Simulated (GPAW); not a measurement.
The system is AlCu3.

```
Cu Al
1.0
     3.63738    0.00000    0.00000
     0.00000    3.63738    0.00000
     0.00000    0.00000    3.63738
Cu Al
3 1
Direct
  0.00000 0.50000 0.50000
  0.50000 0.00000 0.50000
  0.50000 0.50000 0.00000
  0.00000 0.00000 0.00000
```

The cell comes from a database or a generator and needn't be the stable form of this composition.

```yaml
Program: GPAW 26.7.0
Task: relaxation of cell and atoms
Functional: PBEsol
Dispersion: D3
Potentials_or_basis: PAW data sets generated in the run's folder for this functional
Cutoff: 600 eV
Basis: pw
k_mesh: 7 × 7 × 7
Occupations: fermi-dirac, width 0.05 eV
Spin: no spin polarisation
```

At the start: pressure -5.5 GPa; volume 12.03 Å³/atom.

Q: How do energy, volume and symmetry change on relaxing?

A: Over 3 steps the energy falls by 7.2 meV/atom and the volume is 11.58 Å³/atom (-3.7 %); space group Pm-3m (No. 221, to 0.05 Å).

Step by step:
| step | energy change (eV) | largest force (eV/Å) | pressure (GPa) | volume (Å³) |
| --- | --- | --- | --- | --- |
| 1 | 0.0000 | 0.0000 | -5.49 | 48.12 |
| 2 | -0.0066 | 0.0000 | -4.87 | 47.91 |
| 3 | -0.0288 | 0.0000 | 0.24 | 46.33 |

Final structure:
```
Cu Al
1.0
     3.59150    0.00000    0.00000
     0.00000    3.59150    0.00000
     0.00000    0.00000    3.59150
Cu Al
3 1
Direct
  0.00000 0.50000 0.50000
  0.50000 0.00000 0.50000
  0.50000 0.50000 0.00000
  0.00000 0.00000 0.00000
```

Caveat: with this Cu data set, volumes or pressures lay over 1.5 % or 2 GPa off other programs in two to four cells of ten; later steps reuse the first step's grids; pairwise dispersion overbinds metals, which lowers pressure and volume.
